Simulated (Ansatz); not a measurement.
CaF2, DFT, PBEsol, all-electron PAW with datasets made for the crystal, scalar-relativistic (Ansatz 0.2.0), run on 1 thread of Intel(R) Xeon(R) Platinum 8488C (Sapphire Rapids) on a shared host.

The cell comes from COD entry 5000222, which wasn't checked; take it as a given geometry. The listed cell was then made from it by scaling, straining or moving an atom.

Command: `ansatz run input.yaml --threads 1 --pin off --max-ram 6144MiB --backend cpu --events-out ev --progress --plain --runs-dir out`

```yaml
crystal:
  lattice:
    - [-0.0273125, 2.71759375, 2.71759375]
    - [2.71759375, -0.0273125, 2.71759375]
    - [2.71759375, 2.71759375, -0.0273125]
  atoms:
    - { symbol: Ca, position: [0.0, 0.0, 0.0] }
    - { symbol: F, position: [0.25, 0.25, 0.25] }
    - { symbol: F, position: [0.75, 0.75, 0.75] }
kpoints:
  mp_grid: { grid: [8, 8, 8] }
scf:
  occupations: { method: fermi_dirac, width: 0.02 }
hamiltonian:
  xc: pbesol
  pseudopotentials: { kind: all_electron, datasets: crystal }
output:
  forces: true
  stress: true
  eigenvalues: true
  efg: { contact_densities: true }
```

Problem. How large is the problem that the program sets up?

Solution. 65 irreducible k-points, 531 plane waves at Γ, 16 bands.

Problem. Estimate the wall time and the peak memory.

Solution. 6.2 s of wall time for 7 SCF iterations, with a peak of 0.47 GiB. Times on shared machines scatter by tens of per cent.
